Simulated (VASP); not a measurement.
# Ge4H in VASP: relaxation of the atoms with PBE+D3(BJ)

Aim: the relaxation of the atoms of Ge4H with PBE+D3(BJ).

All numbers are computed with VASP 6.6.1; they aren't measurements. Logs are shortened: lines on timing, memory, paths and dates and some standing lists are left out, and cuts for length are marked.

## 1. The slab as given

The cell holds a slab with vacuum, 10 atoms: a = 4.001 Å, b = 4.001 Å, c = 25.737 Å, α = 90.00°, β = 90.00°, γ = 120.00°.

The cell was built by a generator and needn't be a form met in nature.

## 2. Relaxation of the atoms, PBE+D3(BJ)

The input, INCAR:

```
PREC = Accurate
ENCUT = 520
EDIFF = 1E-6
ISMEAR = -1
SIGMA = 0.05
LREAL = False
LASPH = True
NELM = 60
ALGO = Normal
ISIF = 2
LWAVE = False
LCHARG = False
GGA = PE
IVDW = 12
IBRION = 2
NSW = 40
EDIFFG = -0.02
KPAR = 4
```

The input, KPOINTS:

```
regular mesh
0
Gamma
  6 6 1
```

The input, POSCAR:

```
Ge4H
1.0
    4.0008101700      0.0000000000      0.0000000000
   -2.0004050800      3.4648032400      0.0000000000
    0.0000000000      0.0000000000     25.7366054200
Ge H
8 2
Direct
    0.0000000000      0.0000000000      0.2937450300
    0.6666666700      0.3333333300      0.3254765700
    0.6666666700      0.3333333300      0.4206711700
    0.3333333300      0.6666666700      0.4524027000
    0.3333333300      0.6666666700      0.5475973000
    0.0000000000      0.0000000000      0.5793288300
    0.0000000000      0.0000000000      0.6745234300
    0.6666666700      0.3333333300      0.7062549700
    0.6666666700      0.3333333300      0.7668690200
    0.0000000000      0.0000000000      0.2331309800
```

Potentials or basis: VASP PAW PBE potentials, release 64 (Ge_d, H).

Run with:

```
$ cat potpaw_PBE.64/Ge_d/POTCAR potpaw_PBE.64/H/POTCAR > POTCAR
$ mpirun -np 4 vasp_std > vasp.out
```

OUTCAR:

```text
PREC = Accurate
   ENCUT = 520
   EDIFF = 1E-6
   ISMEAR = -1
   LREAL = False
   LASPH = True
   NELM = 60
   ISIF = 2
   GGA = PE
   IVDW = 12
   IBRION = 2
   NSW = 40
   EDIFFG = -0.02
 IVDW          = 12

 ion  position               nearest neighbor table
   1  0.000  0.000  0.294-  10 1.56   2 2.45   2 2.45   2 2.45
   2  0.667  0.333  0.325-   3 2.45   1 2.45   1 2.45   1 2.45
   3  0.667  0.333  0.421-   4 2.45   4 2.45   2 2.45   4 2.45
   4  0.333  0.667  0.452-   3 2.45   3 2.45   5 2.45   3 2.45
   5  0.333  0.667  0.548-   6 2.45   6 2.45   6 2.45   4 2.45
   6  0.000  0.000  0.579-   5 2.45   5 2.45   5 2.45   7 2.45
   7  0.000  0.000  0.675-   6 2.45   8 2.45   8 2.45   8 2.45
   8  0.667  0.333  0.706-   9 1.56   7 2.45   7 2.45   7 2.45
   9  0.667  0.333  0.767-   8 1.56
  10  0.000  0.000  0.233-   1 1.56

  LATTYP: Found a hexagonal cell.
 ALAT       =     4.0008101700
 C/A-ratio  =     6.4328484298

  Lattice vectors:

 A1 = (   4.0008101700,   0.0000000000,   0.0000000000)
 A2 = (  -2.0004050800,   3.4648032400,   0.0000000000)
 A3 = (   0.0000000000,   0.0000000000,  25.7366054200)

Analysis of symmetry for initial positions (statically):
=====================================================================
 Subroutine PRICEL returns:
 Original cell was already a primitive cell.

 Routine SETGRP: Setting up the symmetry group for a
 hexagonal supercell.

 Subroutine GETGRP returns: Found 12 space group operations
 (whereof  6 operations were pure point group operations)
 out of a pool of 24 trial point group operations.

The static configuration has the point symmetry C_3v.
 The point group associated with its full space group is D_3d.

Analysis of symmetry for dynamics (positions and initial velocities):
=====================================================================
 Subroutine PRICEL returns:
 Original cell was already a primitive cell.

 Routine SETGRP: Setting up the symmetry group for a
 hexagonal supercell.

 Subroutine GETGRP returns: Found 12 space group operations
 (whereof  6 operations were pure point group operations)
 out of a pool of 24 trial point group operations.

The dynamic configuration has the point symmetry C_3v.
 The point group associated with its full space group is D_3d.

 Subroutine INISYM returns: Found 12 space group operations
 (whereof  6 operations are pure point group operations),
 and found     1 'primitive' translations

----------------------------------------------------------------------------------------

                                     Primitive cell

  volume of cell :     356.7613

  direct lattice vectors                    reciprocal lattice vectors
     4.000810170  0.000000000  0.000000000     0.249949375  0.144308338  0.000000000
    -2.000405080  3.464803240  0.000000000     0.000000000  0.288616678  0.000000000
     0.000000000  0.000000000 25.736605420     0.000000000  0.000000000  0.038855163

  length of vectors
     4.000810170  4.000810165 25.736605420     0.288616677  0.288616678  0.038855163

  position of ions in fractional coordinates (direct lattice)
     0.000000000  0.000000000  0.293745030
     0.666666670  0.333333330  0.325476570
     0.666666670  0.333333330  0.420671170
     0.333333330  0.666666670  0.452402700
     0.333333330  0.666666670  0.547597300
     0.000000000  0.000000000  0.579328830
     0.000000000  0.000000000  0.674523430
     0.666666670  0.333333330  0.706254970
     0.666666670  0.333333330  0.766869020
     0.000000000  0.000000000  0.233130980

  ion indices of the primitive-cell ions
   primitive index   ion index
                 1           1
                 2           2
                 3           3
                 4           4
                 5           5
                 6           6
                 7           7
                 8           8
                 9           9
                10          10

----------------------------------------------------------------------------------------

 KPOINTS: regular mesh

Automatic generation of k-mesh.
 Grid dimensions read from file:
 generate k-points for:    6    6    1

 Generating k-lattice:

  Cartesian coordinates                     Fractional coordinates (reciprocal lattice)
     0.041658229  0.024051390  0.000000000     0.166666667  0.000000000  0.000000000
     0.000000000  0.048102780  0.000000000     0.000000000  0.166666667  0.000000000
     0.000000000  0.000000000  0.038855163     0.000000000  0.000000000  1.000000000

  Length of vectors
     0.048102780  0.048102780  0.038855163

  Shift w.r.t. Gamma in fractional coordinates (k-lattice)
     0.000000000  0.000000000  0.000000000

 Subroutine IBZKPT returns following result:
 ===========================================

 Found      7 irreducible k-points:

 Following reciprocal coordinates:
            Coordinates               Weight
  0.000000  0.000000  0.000000      1.000000
  0.166667  0.000000  0.000000      6.000000
  0.333333 -0.000000  0.000000      6.000000
  0.500000  0.000000  0.000000      3.000000
  0.166667  0.166667  0.000000      6.000000
  0.333333  0.166667  0.000000     12.000000
  0.333333  0.333333  0.000000      2.000000
   k-points           NKPTS =      7   k-points in BZ     NKDIM =      7   number of bands    NBANDS=     68
   number of dos      NEDOS =    301   number of ions     NIONS =     10
   total plane-waves  NPLWV = 172800
   dimension x,y,z NGX =    30 NGY =   30 NGZ =  192
   dimension x,y,z NGXF=    60 NGYF=   60 NGZF=  384
   ions per type =               8   2
   NGX,Y,Z   is equivalent  to a cutoff of  12.47, 12.47, 12.40 a.u.
   NGXF,Y,Z  is equivalent  to a cutoff of  24.93, 24.93, 24.80 a.u.
 SYSTEM =  unknown system
   PREC   = accura    normal or accurate (medium, high low for compatibility)
   ISTART =      0    job   : 0-new  1-cont  2-samecut
   ICHARG =      2    charge: 1-file 2-atom 10-const
   ISPIN  =      1    spin polarized calculation?
   LNONCOLLINEAR =      F non collinear calculations
   LSORBIT =      F    spin-orbit coupling
   LASPH  =      T    aspherical Exc in radial PAW
   ENCUT  =  520.0 eV  38.22 Ry    6.18 a.u.   7.44  7.44 47.85*2*pi/ulx,y,z
   NELM   =     60;   NELMIN=  2; NELMDL= -5     # of ELM steps
   EDIFF  = 0.1E-05   stopping-criterion for ELM
   LREAL  =      F    real-space projection
   EDIFFG = -.2E-01   stopping-criterion for IOM
   NSW    =     40    number of steps for IOM
   IBRION =      2    ionic relax: 0-MD 1-quasi-New 2-CG
   NFREE  =      1    steps in history (QN), initial steepest desc. (CG)
   ISIF   =      2    stress and relaxation
   ISYM   =      2    0-nonsym 1-usesym 2-fastsym
   POTIM  = 0.5000    time-step for ionic-motion
   TEBEG  =    0.0;   TEEND  =   0.0 temperature during run
   PSTRESS=    0.0 pullay stress
   NELECT =     114.0000    total number of electrons
   NUPDOWN=      -1.0000    fix difference up-down
   EMIN   =  10.00;   EMAX   =-10.00  energy-range for DOS
   EFERMI =   0.00;   METHOD = LEGACY
   ISMEAR =    -1;   SIGMA  =   0.05  broadening in eV -4-tet -1-fermi 0-gaus
   EFERMI_NEDOS =   21; number of points for ismear=-14 and -15
   IALGO  =     38    algorithm
   IMIX   =      4    mixing-type and parameters
     AMIX     =   0.40;   BMIX     =  1.00
     AMIX_MAG =   1.60;   BMIX_MAG =  1.00
  volume/ion in A,a.u.               =      35.68       240.75
  Fermi-wavevector in a.u.,A,eV,Ry     =   1.119224  2.115028 17.043520  1.252663
  Thomas-Fermi vector in A             =   2.255862
   LORBIT       =      0    0 simple, 1 ext, 2 COOP (PROOUT), +10 PAW based schemes
   GGA     = PE    functional components
   LHFCALC =     F    Hartree Fock is set to
   AEXX    =    0.0000 exact exchange contribution
   IVDW    =    12    specifies the selected vdW correction
   LEPSILON=     F    determine dielectric tensor
   LRPA    =     F    only Hartree local field effects (RPA)
 conjugate gradient relaxation of ions
 non-spin polarized calculation
  energy-cutoff  :      520.00
  volume of cell :      356.76
 maximum number of plane-waves:      9677
 NGX is ok and might be reduce to    30
   NGX = 15   NGY = 15   NGZ = 95

--------------------------------------- Ionic step        1  -------------------------------------------

 number of electron     114.0000091 magnetization

 Free energy of the ion-electron system (eV)
  ---------------------------------------------------
  ext. energy  EPLUGINS =         0.00000000
  ---------------------------------------------------
  free energy    TOTEN  =       -42.26351173 eV

  energy without entropy =      -42.26293760  energy(sigma->0) =      -42.26322466

------------------------ aborting loop because EDIFF is reached ----------------------------------------

 Edisp (eV)   -2.07922

 E8    (eV) :    -0.9370

  FORCE on cell =-STRESS in cart. coord.  units (eV):
  Direction    XX          YY          ZZ          XY          YZ          ZX
  --------------------------------------------------------------------------------------
  -------------------------------------------------------------------------------------
  Total       1.34345     1.34345    -0.03476     0.00000     0.00000     0.00000
  in kB       6.03331     6.03331    -0.15612     0.00000     0.00000     0.00000
  external pressure =        3.97 kB  Pullay stress =        0.00 kB
[... 173 lines left out ...]
  energy  without entropy=      -44.3465312972  energy(sigma->0) =      -44.34677418

--------------------------------------- Ionic step        5  -------------------------------------------

 number of electron     114.0000103 magnetization

 Free energy of the ion-electron system (eV)
  ---------------------------------------------------
  ext. energy  EPLUGINS =         0.00000000
  ---------------------------------------------------
  free energy    TOTEN  =       -42.26943807 eV

  energy without entropy =      -42.26895598  energy(sigma->0) =      -42.26919703

 E-fermi :   0.6676     XC(G=0):  -5.7652

 val. band max:        0.4252471879   @ k =   0.0000   0.0000   0.0000
 cond. band min:       0.8760101856   @ k =   0.0000   0.0000   0.0000
 fundamental gap:      0.4507629977
 Fermi energy:         0.6675807888

 k-point     1 :       0.0000    0.0000    0.0000
  band No.  band energies     occupation
      1     -24.2596      2.00000
      2     -24.2596      2.00000
      3     -24.2486      2.00000
      4     -24.2486      2.00000
      5     -24.2325      2.00000
      6     -24.2184      2.00000
[... 527 lines left out ...]
  FREE ENERGIE OF THE ION-ELECTRON SYSTEM (eV)
  ---------------------------------------------------
  free  energy   TOTEN  =       -44.3470824354 eV

  energy  without entropy=      -44.3466003472  energy(sigma->0) =      -44.34684139

 reached required accuracy - stopping structural energy minimisation
```

It took 2.6 min on 4 MPI ranks of AMD EPYC 9R45 (Zen 5), shared host; peak memory 0.5 GiB.

Results:

```yaml
Free_energy: -44.3471 eV
Energy_gained_by_relaxing: 0.4 meV/atom
Ionic_steps: 5
Largest_force_after_relaxing: 0.019 eV/Å
Band_gap_on_the_k_mesh: 0.45 eV, direct
Dispersion_energy_per_atom: -0.208 eV
```

Forces in eV/Å, atoms in the order of the input:
```
Ge   0.000  0.000 -0.019
Ge   0.000  0.000  0.000
Ge   0.000  0.000  0.007
Ge   0.000  0.000 -0.018
Ge   0.000  0.000  0.018
Ge   0.000  0.000 -0.007
Ge   0.000  0.000  0.000
Ge   0.000  0.000  0.019
H    0.000  0.000  0.002
H    0.000  0.000 -0.002
```

Step by step:
| step | energy change (eV) | largest force (eV/Å) | pressure (GPa) |
| --- | --- | --- | --- |
| 1 | 0.0000 | 0.1606 | 0.40 |
| 2 | -0.0027 | 0.0688 | 0.42 |
| 3 | -0.0036 | 0.0846 | 0.45 |
| 4 | -0.0043 | 0.0226 | 0.45 |
| 5 | -0.0043 | 0.0187 | 0.46 |

Final structure:
```cif
data_structure
_symmetry_space_group_name_H-M 'P 1'
_symmetry_Int_Tables_number 1
_cell_length_a 4.0008
_cell_length_b 4.0008
_cell_length_c 25.7366
_cell_angle_alpha 90.000
_cell_angle_beta 90.000
_cell_angle_gamma 120.000
_cell_volume 356.76
loop_
_atom_site_label
_atom_site_type_symbol
_atom_site_fract_x
_atom_site_fract_y
_atom_site_fract_z
_atom_site_occupancy
Ge1 Ge 0.00000 0.00000 0.29389 1
Ge2 Ge 0.66667 0.33333 0.32484 1
Ge3 Ge 0.66667 0.33333 0.42019 1
Ge4 Ge 0.33333 0.66667 0.45231 1
Ge5 Ge 0.33333 0.66667 0.54769 1
Ge6 Ge 0.00000 0.00000 0.57981 1
Ge7 Ge 0.00000 0.00000 0.67516 1
Ge8 Ge 0.66667 0.33333 0.70611 1
H1 H 0.66667 0.33333 0.76648 1
H2 H 0.00000 0.00000 0.23352 1
```

Levels at points of the mesh, in eV from the valence-band top:
```tsv
k point	band 53	band 54	band 55	band 56	band 57	band 58	band 59	band 60	band 61	band 62
(0.00, 0.00, 0.00)	-0.83	-0.41	-0.41	0.00	0.00	0.45	0.64	0.76	1.00	2.74
(0.50, 0.00, 0.00)	-2.77	-2.41	-1.90	-1.88	-1.43	0.91	1.04	1.38	1.50	1.65
```
